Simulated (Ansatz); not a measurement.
ZnGeP2, response to strain

The parent structure is ZnGeP₂ in the chalcopyrite structure (space group I-42d, No. 122; a = 5.424 Å, c = 10.710 Å).

Strains are applied to the cell and any free atomic positions relax.

Computed with PBEsol (Ansatz, an electronic-structure program; PAW; 420 eV plane waves; no spin-orbit coupling).

| variant | band gap | volume per atom | smallest direct gap |
|---|---|---|---|
| base | 1.07 eV | 19.69 Å³ | 1.24 eV |
| isotropic strain −3.00 % | (withheld) | 17.97 Å³ | (withheld) |
| isotropic strain −2.25 % | 0.96 eV | 18.39 Å³ | 1.08 eV |
| isotropic strain −1.50 % | 1.00 eV | 18.82 Å³ | 1.14 eV |
| isotropic strain −0.75 % | 1.03 eV | 19.25 Å³ | 1.19 eV |

Problem. Some entries are withheld; estimate them.

Solution. 
- isotropic strain −3.00 %, band gap: 0.91 eV
- isotropic strain −3.00 %, smallest direct gap: 1.02 eV

Gaps are read on the SCF mesh and a high-symmetry path. Stability against distortions was not tested.
